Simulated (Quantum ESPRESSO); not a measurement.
# InP in Quantum ESPRESSO: the effect of target pressure

The system is InP.

```
CELL_PARAMETERS angstrom
0.00000 2.93050 2.93050
2.93050 0.00000 2.93050
2.93050 2.93050 0.00000
ATOMIC_POSITIONS crystal
In 0.00000 0.00000 0.00000
P 0.75000 0.75000 0.75000
```

Alike in all runs:

| Item | Value |
| --- | --- |
| Program | Quantum ESPRESSO 7.5 |
| Task | phonons |
| Functional | LDA |
| Potentials or basis | GBRV 1.5 LDA |
| Cutoff | 762 eV |
| Density cutoff | 6095 eV |
| k mesh | 6 × 6 × 6, shifted |
| Occupations | fermi-dirac, width 0.05 eV |
| Spin | no spin polarisation |

Each run relaxes the cell or the atoms first.

Problem. One run gave: relaxed volume 17.64 Å³/atom; dielectric constant 9.79 mean; highest phonon frequency 461 cm⁻¹. Which target pressure did it use?
A. 10 GPa
B. 80 GPa
C. 25 GPa
D. 50 GPa
E. 0 GPa

Solution. D.

| target pressure | relaxed volume (Å³/atom) | dielectric constant (mean) | highest phonon frequency (cm⁻¹) |
| --- | --- | --- | --- |
| 0 GPa | 24.65 | 11.64 | 304 |
| 10 GPa | 22.04 | 10.40 | 351 |
| 25 GPa | 19.81 | 9.89 | 401 |
| 50 GPa | 17.64 | 9.79 | 461 |
| 80 GPa | 16.02 | 9.98 | 516 |

Caveats: the cell is more than 3 GPa from zero pressure, which shifts response properties (some runs); the volume moved by over 15 % at a fixed basis, so the end points are rough (some runs).
